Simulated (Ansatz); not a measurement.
**C: a normal mode against strain**

How does the energy of C (R-3m, No. 166; 2 atoms in the cell) change over two coordinates at once? A grid of runs gives the map.

Method: DFT PBEsol+D3(BJ), scalar-relativistic, plane waves, PAW, in Ansatz 0.2.0.

### Step 1. The starting structure

It takes space group R-3m (No. 166, trigonal). Conventional cell: a = 2.458 Å, b = 2.458 Å, c = 9.851 Å, α = 90.00°, β = 90.00°, γ = 120.00°. Around C (site symmetry 3m) lie 3 C at 1.42 Å.

Coordinates:

```cif
data_structure
_symmetry_space_group_name_H-M 'R-3m:H'
_symmetry_Int_Tables_number 166
_cell_length_a 2.4583
_cell_length_b 2.4583
_cell_length_c 9.8507
_cell_angle_alpha 90.000
_cell_angle_beta 90.000
_cell_angle_gamma 120.000
_cell_volume 51.55
loop_
_atom_site_label
_atom_site_type_symbol
_atom_site_symmetry_multiplicity
_atom_site_Wyckoff_symbol
_atom_site_fract_x
_atom_site_fract_y
_atom_site_fract_z
_atom_site_occupancy
C1 C 6 c 0.33333 0.66667 0.83325 1
```

This cell was relaxed beforehand with the same method: volume 8.59 Å³/atom, gap on the mesh 0.75 eV.

### Step 2. Plan of the scan

The energy is mapped over a normal mode and a strain (zone-centre modes of the cell shown) (x along [1 0 0], y along [1 2 0], z along [0 0 1] of the conventional cell).

The axes are (1) amplitude of mode 5 (1584 cm⁻¹), largest displacement in the unstrained cell: 7 values from −0.06 Å; (2) equal normal strain along x, y and z: 7 values from −2.50 %.

Nothing else is relaxed (the pattern is fixed in fractional coordinates). Energies count from the relaxed high-symmetry cell. Points are written as (first, second).

The modes come from a phonon run on the reference cell, made beforehand.

Displacement patterns for an amplitude of 1 (Å):

| atom | x1 | y1 | z1 |
| --- | --- | --- | --- |
| C1 | 1.000 | 0.000 | 0.000 |
| C2 | -1.000 | 0.000 | 0.000 |

### Step 3. Point (0.00 Å, −2.50 %)

Input file input.yaml:

```yaml
crystal:
  lattice:
    - [1.1984022992, 0.6918978901, 3.2014767339]
    - [-1.1984022992, 0.6918978901, 3.2014767339]
    - [0.0, -1.3837957801, 3.2014767339]
  atoms:
    - { symbol: C, position: [0.1665835217, 0.1665835217, 0.1665835217] }
    - { symbol: C, position: [0.8334164783, 0.8334164783, 0.8334164783] }
basis:
  ecutwfc: 520.0
kpoints:
  mp_grid: { grid: [15, 15, 15] }
hamiltonian:
  xc: pbesol
  dispersion: d3bj
scf:
  occupations: { method: gaussian, width: 0.05 }
output:
  forces: true
  stress: true
  eigenvalues: true
  write_density: true
  write_potential: true
  elf: true
  volumetric_format: npy
```

Launch:

```sh
ansatz run input.yaml --threads 1 --pin off --max-ram 2048MiB --backend cpu --events-out ev --progress --plain --runs-dir out
```

Further runs follow: the other points that were computed.

What does the calculation give? Wanted: lowest point; highest computed point; largest force on an atom.

As calculated:

| quantity | value |
| --- | --- |
| lowest point | (0.00 Å, 0.00 %), 0.000 eV |
| highest computed point | (−0.06 Å, −2.50 %), 0.553 eV above the lowest |
| largest force on an atom (eV/Å) | 0.0 at (0.00 Å, −0.83 %) to 7.9 at (−0.06 Å, −2.50 %); 0.0 at the lowest point |
| time for all points | 5.7 min on 1 thread, shared host |

**Reading.** The lowest computed point is at (0.00 Å, 0.00 %), which is the relaxed high-symmetry cell itself. No other kind of well shows on this grid. The highest computed point, (−0.06 Å, −2.50 %), lies 0.553 eV above the lowest. Round the minimum the two coordinates are nearly uncoupled.
